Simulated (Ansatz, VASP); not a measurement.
## Pb: VASP beside Ansatz

```
Pb
1.0
     0.00000    3.21908    3.21908
     3.21908    0.00000    3.21908
     3.21908    3.21908    0.00000
Pb
2
Direct
  0.50000 0.50000 0.50000
  0.75000 0.75000 0.75000
```

Alike in both runs: task single point; functional PBE; k mesh 12 × 12 × 12; occupations gaussian, width 0.1 eV; no spin polarisation.

|  | VASP | Ansatz |
| --- | --- | --- |
| version | VASP 6.6.1 | Ansatz 0.2.0 |
| potentials or method | VASP PAW PBE potentials, release 64 (Pb_d) | scalar-relativistic, plane waves, PAW |
| plane-wave cutoff (eV) | 520 | 420 |
| valence electrons in the cell | 28 | 28 |

```csv
,VASP,Ansatz,Ansatz less VASP
gap on the k mesh at the Fermi level (eV),none,none,-
pressure (GPa),13.5,13.5,+0.08
```

A gap of «none» marks a metal or a gap that the smearing closes.

The runs have no spin-orbit coupling, so splittings on Pb are missing.
